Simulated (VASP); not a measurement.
# Er (Fm-3m) in VASP: further runs

Runs on Er. Level: PBE. Tasks: single point.

Everything below comes from runs of VASP 6.6.1. Logs are shortened: lines on timing, memory, paths and dates and some standing lists are left out, and cuts for length are marked.

## Step 1: The structure

The structure is cubic, space group Fm-3m (No. 225). Conventional cell: a = 4.960 Å, b = 4.960 Å, c = 4.960 Å, α = 90.00°, β = 90.00°, γ = 90.00°. Around Er (site symmetry m-3m) lie 12 Er at 3.51 Å.

This isn't the form of Er at room conditions, which is hcp.

## Step 2: Single point, PBE, collinear spin, ferromagnetic start

The input, INCAR:

```
SYSTEM = Er
PREC     = Low            ! precision mode
ENCUT    = 550            ! plane-wave cutoff, eV
EDIFF    = 1E-6           ! SCF threshold, eV
ISMEAR   = 0              ! smearing method
SIGMA    = 0.2            ! smearing width, eV
LREAL    = .False.        ! projectors in reciprocal space
LASPH    = .True.         ! aspherical terms in the spheres
NELM     = 100            ! most SCF steps
ALGO     = Normal         ! electronic algorithm
ISIF     = 2              ! what is computed and relaxed
LWAVE    = .False.        ! write WAVECAR
LCHARG   = .False.        ! write CHGCAR
ISPIN    = 2              ! spin polarisation
MAGMOM   = 3              ! initial moments
LORBIT   = 11             ! projections on sites
LMAXMIX  = 6              ! l up to which the mixer works
GGA      = PE             ! functional
ADDGRID  = .False.
```

The input, KPOINTS:

```
Automatic mesh
0
Gamma
  10 10 10
  0 0 0
```

The input, POSCAR:

```
Er
1.0
    0.0000000000      2.4798434248      2.4798434248
    2.4798434248      0.0000000000      2.4798434248
    2.4798434248      2.4798434248      0.0000000000
Er
1
Direct
    0.0000000000      0.0000000000      0.0000000000
```

Potentials or basis: VASP PAW PBE potentials, release 64 (Er_3), 4f in core.

Command:

```
> cat potpaw_PBE.64/Er_3/POTCAR > POTCAR
> mpirun -np 1 vasp_std > vasp.out
```

OUTCAR:

```text
SYSTEM = Er
   PREC = Low
   ENCUT = 550
   EDIFF = 1E-6
   ISMEAR = 0
   LREAL = .False.
   LASPH = .True.
   NELM = 100
   ISIF = 2
   ISPIN = 2
   LORBIT = 11
   GGA = PE

 Found     47 irreducible k-points:

 Following reciprocal coordinates:
            Coordinates               Weight
  0.000000  0.000000  0.000000      1.000000
  0.100000  0.000000  0.000000      8.000000
  0.200000  0.000000  0.000000      8.000000
  0.300000  0.000000  0.000000      8.000000
  0.400000  0.000000  0.000000      8.000000
  0.500000  0.000000  0.000000      4.000000
   k-points           NKPTS =     47   k-points in BZ     NKDIM =     47   number of bands    NBANDS=     10
   number of dos      NEDOS =    301   number of ions     NIONS =      1
   total plane-waves  NPLWV =   8000
   dimension x,y,z NGX =    20 NGY =   20 NGZ =   20
   dimension x,y,z NGXF=    20 NGYF=   20 NGZF=   20
   ions per type =               1
   NGX,Y,Z   is equivalent  to a cutoff of   9.48,  9.48,  9.48 a.u.
   NGXF,Y,Z  is equivalent  to a cutoff of   9.48,  9.48,  9.48 a.u.
 SYSTEM =  Er
   PREC   = low       normal or accurate (medium, high low for compatibility)
   ISTART =      0    job   : 0-new  1-cont  2-samecut
   ICHARG =      2    charge: 1-file 2-atom 10-const
   ISPIN  =      2    spin polarized calculation?
   LNONCOLLINEAR =      F non collinear calculations
   LSORBIT =      F    spin-orbit coupling
   LASPH  =      T    aspherical Exc in radial PAW
   ENCUT  =  550.0 eV  40.42 Ry    6.36 a.u.   6.71  6.71  6.71*2*pi/ulx,y,z
   NELM   =    100;   NELMIN=  2; NELMDL= -5     # of ELM steps
   EDIFF  = 0.1E-05   stopping-criterion for ELM
   LREAL  =      F    real-space projection
   EDIFFG = 0.1E-04   stopping-criterion for IOM
   NSW    =      0    number of steps for IOM
   IBRION =     -1    ionic relax: 0-MD 1-quasi-New 2-CG
   NFREE  =      0    steps in history (QN), initial steepest desc. (CG)
   ISIF   =      2    stress and relaxation
   ISYM   =      2    0-nonsym 1-usesym 2-fastsym
   POTIM  = 0.5000    time-step for ionic-motion
   TEBEG  =    0.0;   TEEND  =   0.0 temperature during run
   PSTRESS=    0.0 pullay stress
   NELECT =       9.0000    total number of electrons
   NUPDOWN=      -1.0000    fix difference up-down
   EMIN   =  10.00;   EMAX   =-10.00  energy-range for DOS
   EFERMI =   0.00;   METHOD = LEGACY
   ISMEAR =     0;   SIGMA  =   0.20  broadening in eV -4-tet -1-fermi 0-gaus
   EFERMI_NEDOS =   21; number of points for ismear=-14 and -15
   IALGO  =     38    algorithm
   IMIX   =      4    mixing-type and parameters
     AMIX     =   0.40;   BMIX     =  1.00
     AMIX_MAG =   1.60;   BMIX_MAG =  1.00
  volume/ion in A,a.u.               =      30.50       205.83
  Fermi-wavevector in a.u.,A,eV,Ry     =   1.089904  2.059619 16.162222  1.187890
  Thomas-Fermi vector in A             =   2.226117
   LORBIT       =     11    0 simple, 1 ext, 2 COOP (PROOUT), +10 PAW based schemes
   GGA     = PE    functional components
   LHFCALC =     F    Hartree Fock is set to
   AEXX    =    0.0000 exact exchange contribution
   IVDW    =     0    specifies the selected vdW correction
   LEPSILON=     F    determine dielectric tensor
   LRPA    =     F    only Hartree local field effects (RPA)
 spin polarized calculation
 Gauss-broadening in eV      SIGMA  =   0.20
  energy-cutoff  :      550.00
  volume of cell :       30.50
 maximum number of plane-waves:       914
   NGX = 13   NGY = 13   NGZ = 13

 number of electron       9.0000107 magnetization       0.0011320

 number of electron       9.0000107 magnetization      -0.0000751

 Free energy of the ion-electron system (eV)
  ---------------------------------------------------
  ext. energy  EPLUGINS =         0.00000000
  ---------------------------------------------------
  free energy    TOTEN  =        -4.48432516 eV

  energy without entropy =       -4.45420422  energy(sigma->0) =       -4.46926469

 E-fermi :   3.0683     XC(G=0):  -9.8749

 val. band max:        3.0485774499   @ k =  -0.4000   0.2000   0.0000
 cond. band min:       3.1359978837   @ k =  -0.4000   0.2000   0.1000
 fundamental gap:      0.0874204338
 Fermi energy:         3.0683398127

 spin component 1

 k-point     1 :       0.0000    0.0000    0.0000
  band No.  band energies     occupation
      1     -21.3058      1.00000
      2     -21.3057      1.00000
      3     -21.3057      1.00000
      4      -2.4835      1.00000
      5       5.0914      0.00000
      6       5.0914      0.00000
      7       5.0914      0.00000
      8       7.4378      0.00000
      9       7.4378      0.00000
     10      12.6414      0.00000

 k-point     2 :       0.1000    0.0000    0.0000
  band No.  band energies     occupation
      1     -21.3663      1.00000
      2     -21.3135      1.00000
      3     -21.3134      1.00000
      4      -2.2072      1.00000
      5       4.7807      0.00000
      6       5.2192      0.00000
      7       5.2193      0.00000
      8       7.2892      0.00000
      9       7.2892      0.00000
     10      13.2674      0.00000

 k-point     3 :       0.2000    0.0000    0.0000
  band No.  band energies     occupation
      1     -21.5212      1.00000
      2     -21.3336      1.00000
      3     -21.3335      1.00000
      4      -1.4479      1.00000
      5       4.1554      0.00000
      6       5.4023      0.00000
      7       5.4024      0.00000
      8       7.2009      0.00000
      9       7.2009      0.00000
     10      13.2456      0.00000

 k-point     4 :       0.3000    0.0000    0.0000
  band No.  band energies     occupation
      1     -21.7060      1.00000
      2     -21.3583      1.00000
      3     -21.3582      1.00000
      4      -0.4371      1.00000
      5       3.6771      0.00001
      6       5.2565      0.00000
      7       5.2565      0.00000
      8       7.7612      0.00000
      9       7.7613      0.00000
     10      12.1625      0.00000

 k-point     5 :       0.4000    0.0000    0.0000
  band No.  band energies     occupation
      1     -21.8508      1.00000
      2     -21.3781      1.00000
      3     -21.3781      1.00000
      4       0.3868      1.00000
      5       3.6244      0.00004
      6       4.9954      0.00000
      7       4.9954      0.00000
      8       8.6902      0.00000
      9       8.6902      0.00000
     10      11.5083      0.00000

 k-point     6 :       0.5000    0.0000    0.0000
  band No.  band energies     occupation
      1     -21.9049      1.00000
      2     -21.3857      1.00000
      3     -21.3856      1.00000
      4       0.6639      1.00000
      5       3.7629      0.00000
      6       4.8868      0.00000
      7       4.8869      0.00000
      8       9.1916      0.00000
      9       9.1916      0.00000
     10      11.3385      0.00000

 [... further k-points ...]

 spin component 2

 k-point     1 :       0.0000    0.0000    0.0000
  band No.  band energies     occupation
      1     -21.3058      1.00000
      2     -21.3057      1.00000
      3     -21.3057      1.00000
      4      -2.4835      1.00000
      5       5.0912      0.00000
      6       5.0912      0.00000
      7       5.0912      0.00000
      8       7.4378      0.00000
      9       7.4378      0.00000
     10      12.6408      0.00000

 k-point     2 :       0.1000    0.0000    0.0000
  band No.  band energies     occupation
      1     -21.3662      1.00000
      2     -21.3135      1.00000
      3     -21.3134      1.00000
      4      -2.2073      1.00000
      5       4.7804      0.00000
      6       5.2190      0.00000
      7       5.2190      0.00000
      8       7.2892      0.00000
      9       7.2892      0.00000
     10      13.2669      0.00000

 k-point     3 :       0.2000    0.0000    0.0000
  band No.  band energies     occupation
      1     -21.5211      1.00000
      2     -21.3336      1.00000
      3     -21.3335      1.00000
      4      -1.4479      1.00000
      5       4.1551      0.00000
      6       5.4021      0.00000
      7       5.4021      0.00000
      8       7.2008      0.00000
      9       7.2009      0.00000
     10      13.2461      0.00000

 k-point     4 :       0.3000    0.0000    0.0000
  band No.  band energies     occupation
      1     -21.7060      1.00000
      2     -21.3583      1.00000
      3     -21.3582      1.00000
      4      -0.4372      1.00000
      5       3.6769      0.00001
      6       5.2564      0.00000
      7       5.2564      0.00000
      8       7.7612      0.00000
      9       7.7612      0.00000
     10      12.1631      0.00000

 k-point     5 :       0.4000    0.0000    0.0000
  band No.  band energies     occupation
      1     -21.8507      1.00000
      2     -21.3781      1.00000
      3     -21.3781      1.00000
      4       0.3865      1.00000
      5       3.6245      0.00004
      6       4.9953      0.00000
      7       4.9953      0.00000
      8       8.6901      0.00000
      9       8.6901      0.00000
     10      11.5086      0.00000

 k-point     6 :       0.5000    0.0000    0.0000
  band No.  band energies     occupation
      1     -21.9049      1.00000
      2     -21.3857      1.00000
      3     -21.3856      1.00000
      4       0.6636      1.00000
      5       3.7631      0.00000
      6       4.8868      0.00000
      7       4.8868      0.00000
      8       9.1915      0.00000
      9       9.1916      0.00000
     10      11.3386      0.00000

 [... further k-points ...]
[... 5 lines left out ...]
  --------------------------------------------------------------------------------------
  -------------------------------------------------------------------------------------
  Total        0.0019359      0.0019359      0.0019359      0.0000000      0.0000000      0.0000000
  in kB        0.1016943      0.1016943      0.1016943      0.0000000      0.0000000      0.0000000
  external PRESSURE =       0.1016943 kB  Pullay stress =       0.0000000 kB

 VOLUME and BASIS-vectors are now :
 -----------------------------------------------------------------------------
  energy-cutoff  :      550.00
  volume of cell :       30.50
      direct lattice vectors                 reciprocal lattice vectors
     0.000000000  2.479843425  2.479843425    -0.201625633  0.201625633  0.201625633
     2.479843425  0.000000000  2.479843425     0.201625633 -0.201625633  0.201625633
     2.479843425  2.479843425  0.000000000     0.201625633  0.201625633 -0.201625633

 POSITION                                       TOTAL-FORCE (eV/Angst)
 -----------------------------------------------------------------------------------
      0.00000      0.00000      0.00000         0.000000      0.000000      0.000000
 -----------------------------------------------------------------------------------
    total drift:                                0.000000      0.000000      0.000000

  FREE ENERGIE OF THE ION-ELECTRON SYSTEM (eV)
  ---------------------------------------------------
  free  energy   TOTEN  =        -4.4843251573 eV

  energy  without entropy=       -4.4542042195  energy(sigma->0) =       -4.46926469

 total charge

# of ion       s       p       d       tot
------------------------------------------
    1        0.513   6.504   1.103   8.120

 magnetization (x)

# of ion       s       p       d       tot
------------------------------------------
    1       -0.000   0.000  -0.000  -0.000
```

It took 12 s on 1 thread of Intel Xeon 6975P-C (Granite Rapids), shared host; peak memory 0.12 GiB.

These settings aren't checked as converged: the numbers below hold their error.

What came out:

```
Free energy                                           : -4.4843 eV
Pressure                                              : 0.0 GPa
Band gap on the k mesh                                : none (metal or under the smearing width)
Net moment                                            : 0.00 μB per cell
Valence electrons inside the program's atomic spheres : Er 8.12
```

Caveat: the magnetic or orbital state may not be the lowest; spin-orbit coupling is left out, which moves the levels of the heavy elements; the 4f electrons are frozen in the core as for a trivalent ion, so they carry no moment and show no levels.

(Continued in part 2 of 2.)
